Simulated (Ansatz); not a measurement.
**Stiffness of compounds in space group P6_3/mmc**

All numbers below come from DFT, PBEsol, all-electron LAPW, scalar-relativistic (Ansatz 0.2.0).

All compounds have space group P6_3/mmc with 2 atoms in the primitive cell. V0, B0 and B0′ come from third-order Birch–Murnaghan fits to pressures at five volumes, with shape and internal coordinates held; prototypes and MP cells needn't be known phases. No run is spin-polarised.

Spin–orbit coupling is left out, though it moves levels of the heavy atoms by tenths of an eV or more.

Li: Li 2c (0.333 0.667 0.250); shape as in a = 3.11 Å, b = 3.11 Å, c = 5.09 Å, α = 90.00°, β = 90.00°, γ = 120.00°; COD 9011003, measured; 15×15×8 mesh, smearing 0.08 eV; no spin
Be: Be 2d (0.333 0.667 0.750); shape as in a = 2.26 Å, b = 2.26 Å, c = 3.57 Å, α = 90.00°, β = 90.00°, γ = 120.00°; MP-relaxed cell mp-87; 21×21×11 mesh, smearing 0.05 eV; no spin
Na: Na 2c (0.333 0.667 0.250); shape as in a = 3.77 Å, b = 3.77 Å, c = 6.15 Å, α = 90.00°, β = 90.00°, γ = 120.00°; COD 9011000, measured; 13×13×7 mesh, smearing 0.05 eV; no spin
Zn: Zn 2c (0.333 0.667 0.250); shape as in a = 2.61 Å, b = 2.61 Å, c = 4.87 Å, α = 90.00°, β = 90.00°, γ = 120.00°; MP-relaxed cell mp-79; 18×18×9 mesh, smearing 0.03 eV; no spin
Zr: Zr 2c (0.333 0.667 0.250); shape as in a = 3.23 Å, b = 3.23 Å, c = 5.15 Å, α = 90.00°, β = 90.00°, γ = 120.00°; COD 9008523, reported; 13×13×7 mesh, smearing 0.08 eV; no spin
Os: Os 2c (0.333 0.667 0.250); shape as in a = 2.73 Å, b = 2.73 Å, c = 4.32 Å, α = 90.00°, β = 90.00°, γ = 120.00°; COD 9017843, reported; 15×15×9 mesh, smearing 0.05 eV; no spin

Question: Order the compounds by bulk modulus, lowest first.
A. Na
B. Zn
C. Li
D. Be
E. Os
F. Zr

Answer: A (8 GPa), C (14 GPa), B (93 GPa), F (99 GPa), D (124 GPa), E (431 GPa).
